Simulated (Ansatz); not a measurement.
Input and command of a calculation in Ansatz (plane waves; scalar-relativistic PAW potentials unless the input names others):

```yaml
crystal:
  lattice:
    - [-1.5143024795, 1.5143024795, 1.5143024795]
    - [1.5143024795, -1.5143024795, 1.5143024795]
    - [1.5143024795, 1.5143024795, -1.5143024795]
  atoms:
    - { symbol: Rh, position: [0.0, 0.0, 0.0] }
basis:
  ecutwfc: 420
kpoints:
  mp_grid: { grid: [20, 20, 20] }
hamiltonian:
  xc: pbesol
scf:
  occupations: { method: fermi_dirac, width: 0.3 }
output:
  forces: true
  eigenvalues: true
  stress: true
```

```bash
ansatz run input.yaml --threads 1 --pin off --max-ram 2560MiB --backend cpu --events-out ev --progress --plain --runs-dir out
```

Abridged log:
```
Pseudopotentials: kind: paw
Pseudopotential: Rh, paw, valence charge 17, recommended cutoff 420 eV (normal)
Functional definition: PBEsol
Crystal: 1 atom, lattice volume = 13.890 Å³
Basis set: ecut = 420 eV, 249 PW (Γ), exchange–correlation on 36×36×36 points (8 copies of the dense FFT grid, shifted against one another)
Bands: 13, of which v1, the nominal top of the filled ones, is band 9 counted from 1 (8 counted from 0)
Symmetry: 48 space group operations
Space group: Im-3m (ITA 229), of the structure as read, at distance tolerance 2.4e-5 Å
k-points: 256 of 8000
Initial density: superposition of atomic densities (neutral atoms: chi_scale 0, normalization atom), corrected by the library's trained network
Initial wavefunctions: pseudopotential atomic-orbital guess
Functional: x = pbesol(κ = 0.804, μ = 0.12345679), c = pbesol(β = 0.046)
SCF iter   1: F=—  HF=-6338.644045 eV  |F-HF|=—  |Δ(HF+E_count)|=         —  Δρ=1.73e-2  dr2=1.44e-2  ethr=1.77e-3  ⟨swp⟩=4.5  Hψ=16456  notcnv=0
SCF iter   2: F=—  HF=-6338.640495 eV  |F-HF|=—  |Δ(HF+E_count)|=   3.55e-3  Δρ=7.19e-3  dr2=1.77e-3  ethr=8.45e-5  ⟨swp⟩=2.4  Hψ=6711  notcnv=0
SCF iter   3: F=—  HF=-6338.640047 eV  |F-HF|=—  |Δ(HF+E_count)|=   4.49e-4  Δρ=3.47e-3  dr2=2.81e-4  ethr=1.04e-5  ⟨swp⟩=2.7  Hψ=5407  notcnv=0
SCF iter   4: F=—  HF=-6338.639986 eV  |F-HF|=—  |Δ(HF+E_count)|=   6.06e-5  Δρ=1.16e-3  dr2=3.05e-5  ethr=1.66e-6  ⟨swp⟩=1.0  Hψ=3328  notcnv=0
SCF iter   5: F=—  HF=-6338.639982 eV  |F-HF|=—  |Δ(HF+E_count)|=   4.54e-6  Δρ=1.96e-4  dr2=8.97e-7  ethr=1.80e-7  ⟨swp⟩=1.0  Hψ=3328  notcnv=0
SCF iter   6: F=-6338.639982 eV  HF=-6338.639982 eV  |F-HF|=4.09e-10  |Δ(HF+E_count)|=   8.64e-8  Δρ=1.41e-5  dr2=4.54e-9  ethr=5.88e-10  ⟨swp⟩=5.0  Hψ=15208  notcnv=0
SCF 1 converged in 6 iterations: F = -6338.639982 eV  dr2 = 4.54e-9
SCF converged after 6 iterations
Free energy (F): -6338.639982 eV
Harris-Foulkes:  -6338.639982 eV  (|F-HF|=4.09e-10)
Internal energy: -6338.139751 eV  (E = F + TS)
E sigma→0 (E₀):  -6338.389866 eV
Entropy (-TS):   -0.500231 eV (-500.231 meV/atom)
Fermi energy:    21.883188 eV
--- Forces (eV/Å), atoms counted from 1 ---
  atom   1  Rh     0.00000000     0.00000000     0.00000000
--- Stress (GPa, compression-positive) ---
        3.925634       0.000000       0.000000
        0.000000       3.925634       0.000000
        0.000000       0.000000       3.925634
  P = ⅓ Tr σ = 3.9256 GPa (39.256 kbar)
```

Apart from outputs, empty bands and the relaxation, which only the reference makes, the input differs from a reference run on usual settings in scf.occupations.method: "gaussian" → "fermi_dirac"; scf.occupations.width: 0.1 → 0.3. The reference, at the same geometry, ended its own course with pressure -0.08 GPa, largest force 0.000 eV/Å, no gap on the mesh. This run converged in 6 SCF iterations with an energy at zero smearing 31.83 meV/atom below the reference's, pressure 3.93 GPa, largest force 0.000 eV/Å, no gap on the mesh. Its smearing width is looser than usual, and the result moved.

Time: 4.2 s on 1 thread of Arm Neoverse N1, with other jobs on the host, peak memory 0.29 GiB.